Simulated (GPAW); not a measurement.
# Quasiparticle gap of LiH (Fm-3m) in GPAW, part 2 of 2

Aim: the G0W0 gap of LiH (Fm-3m) on PBE, step by step.

GPAW 26.7.0; PBE and many-body steps on it, plane waves. Known limits of the many-body steps: not at the basis limit.

So far. Step 3 (Bands along the symmetry lines): The gap is 2.999 eV, as in the run before at this level. Step 4 (Empty states on the mesh, 6×6×6 mesh, 63 bands): On this mesh the gap is 2.999 eV.

The database entry behind the starting cell differs from later determinations by our own check (the deuteride, about 0.2 % short), so it need not match the best structure at ambient conditions.

### Step 5. Screening and self-energy, 6×6×6 mesh, 53 bands, screening to 125 eV

G0W0 replaces the xc potential by the self-energy, built once from these orbitals. Only a window of levels is corrected, while the sums run over the empty bands that the input names.

This step: G0W0 on PBE, plane waves, PAW.

File run.py:

```python
import json
import numpy as np
from gpaw.mpi import world
from gpaw.response.g0w0 import G0W0

gw = G0W0('full.gpw',
    filename='gw',
    kpts=[0, 12],
    bands=(0, 3),
    ecut=125,
    nbands=53,
    integrate_gamma='WS',
    ppa=True)
gw.calculate()
res = {mode: {k: v for k, v in r.items() if k != 'sigma_eskwn'}
       for mode, r in gw.all_results.items()}

if world.rank == 0:
    with open('result.json', 'w') as f:
        json.dump(res, f, default=lambda x: x.tolist())
```

Command:

```console
$ mpirun -n 4 gpaw python run.py
```

Numbers of over 12 decimals in the logs are rounded to 6 here.

What it wrote:

```text
Using integrator: PointIntegrator
FrequencyGridDescriptor(from 0.000+0.000j to 0.000+27.211j eV, 2 points)
Nonperiodic BCs:  [False False False]
Using integrator: PointIntegrator
FrequencyGridDescriptor(from 0.000+0.000j to 0.000+27.211j eV, 2 points)
Nonperiodic BCs:  [False False False]
  ___  _ _ _
 |   || | | |
 | | || | | |
 |__ ||_____|
 |___|

BZ k-points: Symmetries present (total): 48

  [... matrices ...]
216 k-points: 6 x 6 x 6 Monkhorst-Pack grid + [1/12,1/12,1/12]
16 k-points in the irreducible part of the Brillouin zone
       k-points in crystal coordinates                weights
   0:     0.00000000    0.00000000    0.00000000          1/216
   1:     0.16666667    0.16666667    0.00000000          6/216
   2:     0.16666667    0.16666667    0.16666667          8/216
   3:     0.33333333    0.16666667    0.16666667         12/216
   4:     0.33333333    0.33333333   -0.33333333         12/216
   5:     0.33333333    0.33333333    0.00000000          6/216
   6:     0.33333333    0.33333333    0.16666667         24/216
   7:     0.33333333    0.33333333    0.33333333          8/216
   8:     0.50000000    0.33333333   -0.33333333         24/216
   9:     0.50000000    0.33333333   -0.16666667         12/216
          ...
  15:     0.50000000    0.50000000    0.50000000          4/216

Distributing spins, k-points and bands (1 x 2 x 3) over 4 processes
Number of blocks: 1

Quasi particle states:
k-points (IBZ indices): [0, 12]
Band range: (0, 3)
  [... matrices ...]
Computational parameters:
Plane wave cut-off: 125 eV
Number of bands: 53
Coulomb cutoff: None
Broadening: 0.1 eV

fxc modes: GW
Kernel: RPA
Using Godby-Needs plasmon-pole approximation:
  Fitting energy: i*E0, E0 = 1.000 Hartree
Summing all q:

Calculating screened Coulomb potential
No Coulomb truncation
FrequencyGridDescriptor(from 0.000+0.000j to 0.000+27.211j eV, 2 points)
Removing empty qpoint cache files...

Calculating chi0 body with:
    Ground state adapter containing:
    Number of spins: 1
    Number of kpoints: 216
    Number of irreducible kpoints: 16
    Number of completely occupied states: 1
    Number of partially occupied states: 1
    Occupied states memory: 0.088989 M / cpu

    Linear response parametrization:
    q_c: [1.3877787807814457e-17, 1.3877787807814457e-17, 1.3877787807814457e-17]
    Number of frequency points: 2
    Planewave cutoff: 125.0
    Number of bands: 53
    Number of planewaves: 59
    Broadening (eta): 1e-06
    comm.size: 4
    kncomm.size: 4
    blockcomm.size: 1

    Memory estimate of potentially large arrays:
        chi0_wGG: 0.106232 M / cpu
Integrating chi0 body.

Symmetries of q_c:
    Direct symmetries (Uq -> q): 48
    Indirect symmetries (TUq -> q): 0
In total 48 allowed symmetries.

  [... matrices ...]
16 groups of equivalent kpoints. 92.592593% reduction.

Integral kind: response function
Integrating chi0 head and wings.

Symmetries of q_c:
    Direct symmetries (Uq -> q): 48
    Indirect symmetries (TUq -> q): 0
In total 48 allowed symmetries.

  [... matrices ...]
16 groups of equivalent kpoints. 92.592593% reduction.

Integral kind: response function wings

Calculating chi0 body with:
    Ground state adapter containing:
    Number of spins: 1
    Number of kpoints: 216
    Number of irreducible kpoints: 16
    Number of completely occupied states: 1
    Number of partially occupied states: 1
[... the further q-points ...]

Results:
f:      Occupation numbers
eps:     KS-eigenvalues [eV]
vxc:     KS vxc [eV]
exx:     Exact exchange [eV]
sigma:   Self-energies [eV]
dsigma:  Self-energy derivatives
Z:       Renormalization factors
qp:      QP-energies [eV]

k-point 0 (0): (0.000, 0.000, 0.000)                GW
band       f     eps     vxc     exx   sigma  dsigma       Z      qp
                                                                   GW
   0   1.000  -5.649  -9.929 -15.693   3.348  -0.300   0.769  -7.507
   1   0.000  15.084 -11.919  -4.901  -6.022  -0.552   0.644  15.726
   2   0.000  17.137  -8.503  -2.285  -5.177  -0.409   0.710  17.876

k-point 1 (12): (0.500, 0.500, 0.000)                GW
band       f     eps     vxc     exx   sigma  dsigma       Z      qp
                                                                   GW
   0   1.000  -0.369 -11.348 -14.586   1.507  -0.292   0.774  -1.709
   1   0.000   2.629  -7.632  -3.700  -3.208  -0.229   0.813   3.218
   2   0.000  10.217  -8.083  -2.609  -4.381  -0.277   0.783  11.074
```

The job ended after 23 s (4 MPI ranks of Arm Neoverse V1, shared host; peak memory 0.71 GiB; 91 s of CPU time).

Numbers from this step:

```
G0W0 gap on the points computed              : 4.927 eV
least direct G0W0 gap on the computed points : 4.927 eV
Z at the valence top                         : 0.7739
Z at the conduction bottom                   : 0.8134
starting gap on the mesh                     : 2.999 eV
k of the valence top                         : 0.5, 0.5, 0
k of the conduction bottom                   : 0.5, 0.5, 0
```

The gap on the mesh goes from 3.00 eV to 4.93 eV, a correction of +1.93 eV.

Limits: finite bands, cutoff and mesh. v1 is the top filled band, c1 the lowest empty one. Levels before and after the correction, in eV, zero at the valence-band top of each column:

|  | conduction bottom | valence top |
| --- | --- | --- |
| Kohn-Sham | 3.00 | 0.00 |
| G0W0 | 4.93 | 0.00 |

|  | level | energy (eV) |
| --- | --- | --- |
| Kohn-Sham | (0.5 0.5 0) v1 | 0.000 |
| Kohn-Sham | (0.5 0.5 0) c1 | 2.999 |
| Kohn-Sham | (0.5 0.5 0) c2 | 10.586 |
| G0W0 | (0.5 0.5 0) v1 | 0.000 |
| G0W0 | (0.5 0.5 0) c1 | 4.927 |
| G0W0 | (0.5 0.5 0) c2 | 12.783 |

### Step 6. Where the time went

Times are wall times on 4 MPI ranks of Arm Neoverse V1, shared host, good to a factor of about two.

```csv
step,time,share,memory (GiB)
ground state,4.6 s,13 %,0.56
bands along the symmetry lines,4.3 s,12 %,0.57
empty states on the mesh,4.6 s,13 %,0.7
screening and self-energy,23 s,63 %,0.71
```

### Step 7. Summary of results

| Item | Value |
| --- | --- |
| PBE gap | 3.00 eV, direct |
| G0W0 gap on the mesh | 4.93 eV |
| GW settings | 6×6×6 mesh, 53 bands, screening to 125 eV, Godby-Needs plasmon pole |
| known limits | not at the basis limit |

G0W0 moves the gap on the mesh from 3.00 eV to 4.93 eV (+1.93 eV), with Z of 0.77 and 0.81 at the edges. Only 2 of the mesh's irreducible points were corrected, so a valley elsewhere could overtake. The dearest step here is «screening and self-energy». Bands and cutoff are finite, so the gap is not at the basis limit. The miss can reach some tenths of an eV and take either sign; the mesh is an error of its own. These stock PAW sets were not made for GW. In the G0W0 run levels were corrected at 2 k points alone, so a gap called «on the mesh» is the least over those, and an edge elsewhere would be missed.

[Paths, hosts, dates, memory and timing lines, banners, echoed tables and standing remarks are left out of the program output.]

[Logs are printed without paths, hosts, clocks, repeated set-up lines and the standing remarks that a program may print on its own settings, such as how far it seeks lower states.]

[Runs of the session that timed out or met a known fault of the program may be left out.]

[Hosts, paths, dates, database ids (printed as entryN), source tags and the programs' standing remarks are cut or masked in the printed files.]
